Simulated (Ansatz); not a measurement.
BeTe in the zincblende structure was put through Ansatz (plane waves). The cell was relaxed with r2SCAN and then strained (isotropic +2.0 % on every length), with the atoms relaxed again with r2SCAN; k points keep the names of the unstrained zone.

The cell:
```xyz
2
Lattice="0.0000 2.8852 2.8852 2.8852 0.0000 2.8852 2.8852 2.8852 0.0000" Properties=species:S:1:pos:R:3 pbc="T T T"
Be    0.0000    0.0000    0.0000
Te    1.4426    1.4426    1.4426
```

What the program printed (shortened):
```
scf.n_extra_bands = 8 over 18 filled bands (N_el = 18.0): the run solves 26 bands
Pseudopotential: Be, paw_fr, valence charge 2, recommended cutoff 500 eV (meta_gga)
Pseudopotential: Te, paw_fr, valence charge 16, recommended cutoff 500 eV (meta_gga)
Functional definition: r2SCAN
Crystal: 2 atoms, lattice volume = 48.035 Å³
Basis set: ecut = 500 eV, 1243 PW (Γ)
Bands: 26, of which v1, the nominal top of the filled ones, is band 18 counted from 1 (17 counted from 0)
Symmetry: 24 space group operations + 24 with time reversal
Magnetic group: BNS 216.75 (UNI 1577)
k-points: 29 of 512 (time reversal used)
preconditioner: auto → none  [insulator: Δε(μ)=2.164 eV  ℏωp=15.2 eV]
SCF 1 converged in 7 iterations: F = -7077.650450 eV  dr2 = 1.71e-9
SCF converged after 7 iterations
Magnetization: |M| = 0.0000 μB,  M = (+0.0000, +0.0000, +0.0000) μB
Free energy (F): -7077.650450 eV
Fermi energy:    6.578669 eV
--- Per-component energies (eV) ---
  E_band       = -293.505209
  E_kinetic    = 197.925270
  E_local      = -1431.241376
  E_nonlocal   = -305.281637
  E_hartree    = 882.048471
  E_xc         = -132.934554
  E_vxc        = -132.145524
  E_paw        = -4737.054405
  E_vpaw       = -394.417101
  E_vtau       = 7.560192
  E_ewald      = -1551.397754
  E_core_change = 0.285576
--- Forces (eV/Å), atoms counted from 1 ---
  atom   1  Be      0.00000      0.00000      0.00000
  atom   2  Te      0.00000      0.00000      0.00000
--- Stress (GPa, compression-positive) ---
       -3.115512       0.000000       0.000000
        0.000000      -3.115512       0.000000
        0.000000       0.000000      -3.115512
  P = ⅓ Tr σ = -3.1155 GPa (-31.155 kbar)
--- Band table (eV; the first three rows and the last of 29) ---
  k-point 0: bands = […, -6.0017, -6.0017, 5.6683, 5.6683, 6.5787, 6.5787, 6.5787, 6.5787, 10.2405, 10.2405, 10.3560, 10.3560, 10.4024, 10.4024, …]
  k-point 1: bands = […, -5.8603, -5.8603, 4.8966, 4.8966, 5.9203, 5.9203, 6.3545, 6.3553, 10.1869, 10.1869, 10.6723, 10.6723, 10.7334, 10.7430, …]
  k-point 2: bands = […, -5.4730, -5.4730, 3.0802, 3.0802, 5.4276, 5.4276, 5.9302, 5.9315, 9.9228, 9.9228, 11.1821, 11.1821, 11.2590, 11.2740, …]
  k-point 28: bands = […, -4.2510, -4.2510, 1.6395, 1.9555, 2.5719, 3.0320, 3.3517, 3.4133, 11.8710, 11.9224, 12.3558, 12.3590, 12.4304, 12.4485, …]
```

bands.tsv, columns around the gap (it counts bands from 0):
```tsv
# k_distance	band_8	band_9	band_10	band_11	band_12	band_13	band_14	band_15	band_16	band_17	band_18	band_19	band_20	band_21	band_22	band_23	band_24	band_25
# fermi_ev = 6.578669
# [0, 0, 0] at k_distance = 0.000000
# [-0.5, -0.5, 0] at k_distance = 1.088866
# [-0.375, -0.375, 0.25] at k_distance = 1.473839
# [-0.375, 0, 0.375] at k_distance = 2.140630
# [0, 0, 0.5] at k_distance = 2.807422
# [-0.5, -0.25, 0.25] at k_distance = 3.577367
# [0, 0.5, 0.5] at k_distance = 4.794756
# levels_relative_to = fermi_ev
0.000	-36.529	-36.529	-12.580	-12.580	-0.910	-0.910	0.000	0.000	0.000	0.000	3.662	3.662	3.777	3.777	3.824	3.824	3.824	3.824
1.089	-36.527	-36.527	-10.856	-10.856	-5.267	-5.267	-2.954	-2.954	-2.562	-2.562	2.226	2.226	2.799	2.799	9.652	9.652	9.985	9.985
1.474	-36.527	-36.527	-10.881	-10.881	-5.052	-4.825	-4.064	-3.759	-2.357	-2.337	2.885	2.907	5.330	5.451	7.919	7.993	8.276	8.344
2.141	-36.527	-36.527	-10.881	-10.881	-5.052	-4.825	-4.064	-3.759	-2.357	-2.337	2.885	2.907	5.330	5.451	7.919	7.993	8.276	8.344
2.807	-36.527	-36.527	-11.319	-11.319	-5.605	-5.605	-1.592	-1.592	-1.097	-1.097	3.065	3.065	4.751	4.751	4.805	4.805	8.172	8.172
3.577	-36.528	-36.528	-10.830	-10.830	-4.939	-4.623	-4.007	-3.547	-3.227	-3.165	5.292	5.344	5.777	5.780	5.852	5.870	5.987	6.204
4.795	-36.527	-36.527	-10.856	-10.856	-5.267	-5.267	-2.954	-2.954	-2.562	-2.562	2.226	2.226	2.799	2.799	9.652	9.652	9.985	9.985
```
In order the rows are Γ, X, U, K, L, W, X.

Problem. Reconstruct the input.

Solution.
```yaml
crystal:
  # lattice and atoms as above
kpoints:
  mp_grid: { grid: [8, 8, 8] }
  band_path:
    path:
      - [0.0, 0.0, 0.0]
      - [-0.5, -0.5, 0.0]
      - [-0.375, -0.375, 0.25]
      - [-0.375, 0.0, 0.375]
      - [0.0, 0.0, 0.5]
      - [-0.5, -0.25, 0.25]
      - [0.0, 0.5, 0.5]
    npoints: 1
hamiltonian:
  xc: r2scan
scf:
  occupations: { method: fixed }
  n_extra_bands: 8
magnetization:
  noncollinear: true
  spin_orbit: true
output:
  forces: true
  stress: true
  eigenvalues: true
```
The term E_vtau belongs to a meta-GGA, which reads the kinetic-energy density. Each band holds one electron and the count is doubled, so the run is non-collinear with spin-orbit coupling. Not every key shows in the log; this is the file that was used.

It took 20 s on 1 × NVIDIA H100 80GB HBM3 with 2 threads of AMD EPYC 7R13 Processor (Zen 3), on a shared host, load about 0.7 per core; peak host memory 1.1 GiB.

The values are computed, non-magnetic, and not measurements.
